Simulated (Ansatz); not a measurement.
# Ru2, 2 atoms: making the run faster

Wanted: the time that a single point at PBE takes for Ru2, and which launch flags, input keys and shares of the machine shorten it.

Program: Ansatz 0.2.0 (single point, PBE, plane waves PAW). Host: Arm Neoverse N1, 56 cores, 56 hardware threads, 90 GiB; it was booked for these runs alone, one at a time. Each run is timed once from launch to exit, start-up included.

### Step 1. The system

The cell holds 2 atoms in 27 Å³.

### Step 2. Baseline

The input, input.yaml:

```yaml
crystal:
  lattice:
    - [2.707826, 0.000000, 0.000000]
    - [-1.353913, 2.345046, 0.000000]
    - [0.000000, 0.000000, 4.268102]
  atoms:
    - { symbol: Ru, position: [0.333333, 0.666667, 0.250000] }
    - { symbol: Ru, position: [0.666667, 0.333333, 0.750000] }
kpoints:
  mp_grid: { grid: [9, 9, 5] }
hamiltonian:
  xc: pbe
  pseudopotentials: { azcp: { folder: soft_1 } }
scf:
  occupations: { method: fermi_dirac, width: 0.1 }
output: { forces: true, stress: true }
```

Started as:

```bash
> taskset -c 8-63 ansatz run input.yaml --backend cpu --max-ram 64GiB --events-out ev --progress --plain --runs-dir out
```

### Step 3. Change: x lda

input.yaml, as its differences from that of step 2:

```diff
@@ -11,3 +11,3 @@
 hamiltonian:
-  xc: pbe
+  xc: lda
   pseudopotentials: { azcp: { folder: soft_1 } }
```

### Step 4. Change: f 4

input.yaml, as its differences from that of step 3:

```diff
@@ -11,3 +11,3 @@
 hamiltonian:
-  xc: lda
+  xc: r2scan
   pseudopotentials: { azcp: { folder: soft_1 } }
```

### Step 5. Change: f 6

input.yaml, as its differences from that of step 4:

```diff
@@ -11,6 +11,7 @@
 hamiltonian:
-  xc: r2scan
-  pseudopotentials: { azcp: { folder: soft_1 } }
+  xc: pbe
+  pseudopotentials: { kind: paw_fr, azcp: { folder: soft_1 } }
+magnetization: { noncollinear: true, spin_orbit: true }
 scf:
   occupations: { method: fermi_dirac, width: 0.1 }
-output: { forces: true, stress: true }
+output: { eigenvalues: true }
```

### Step 6. Change: f 3

The input, input.yaml:

```yaml
crystal:
  lattice:
    - [2.707826, 0.000000, 0.000000]
    - [-1.353913, 2.345046, 0.000000]
    - [0.000000, 0.000000, 4.268102]
  atoms:
    - { symbol: Ru, position: [0.333333, 0.666667, 0.250000] }
    - { symbol: Ru, position: [0.666667, 0.333333, 0.750000] }
kpoints:
  mp_grid: { grid: [9, 9, 5] }
  band_path: { path: [[0, 0, 0], [0.5, 0, 0], [0.5, 0.5, 0], [0, 0, 0], [0.5, 0.5, 0.5]], npoints: 15 }
hamiltonian:
  xc: pbe
  pseudopotentials: { azcp: { folder: soft_1 } }
scf:
  occupations: { method: fermi_dirac, width: 0.1 }
output: { eigenvalues: true, dos: {} }
```

### Step 7. Change: f 8

The input, input.yaml:

```yaml
crystal:
  lattice:
    - [2.707826, 0.000000, 0.000000]
    - [-1.353913, 2.345046, 0.000000]
    - [0.000000, 0.000000, 4.268102]
  atoms:
    - { symbol: Ru, position: [0.333333, 0.666667, 0.250000] }
    - { symbol: Ru, position: [0.666667, 0.333333, 0.750000] }
kpoints:
  mp_grid: { grid: [9, 9, 5] }
hamiltonian:
  xc: pbe
  pseudopotentials: { kind: all_electron, lapw: {} }
scf:
  occupations: { method: fermi_dirac, width: 0.1 }
output: { forces: true, stress: true }
```

### Step 8. Change: f 150

input.yaml, as its differences from that of step 7:

```diff
@@ -11,4 +11,4 @@
 hamiltonian:
-  xc: pbe
-  pseudopotentials: { kind: all_electron, lapw: {} }
+  xc: hse06
+  pseudopotentials: { azcp: { folder: soft_1 } }
 scf:
```

### Step 9. Change: f 20

input.yaml, as its differences from that of step 8:

```diff
@@ -11,3 +11,3 @@
 hamiltonian:
-  xc: hse06
+  xc: pbe
   pseudopotentials: { azcp: { folder: soft_1 } }
@@ -15,2 +15,2 @@
   occupations: { method: fermi_dirac, width: 0.1 }
-output: { forces: true, stress: true }
+phonons: { method: dfpt, qpoints: [[0, 0, 0]] }
```

(Steps that only read results are left out.)

Q: Predict the timings and the best choice. Wanted: reference; best change; worst change.

As calculated:

| quantity | value |
| --- | --- |
| reference | 0.41 s on 56 threads |
| best change | none beyond the noise |
| worst change | f 150: 14 times as slow |

What this shows: Changes under about 74 % are taken as noise (0.3 s of jitter at start-up on so short a run). No change beats the defaults here. f 150 costs most. The figures hold for this build, input and host.
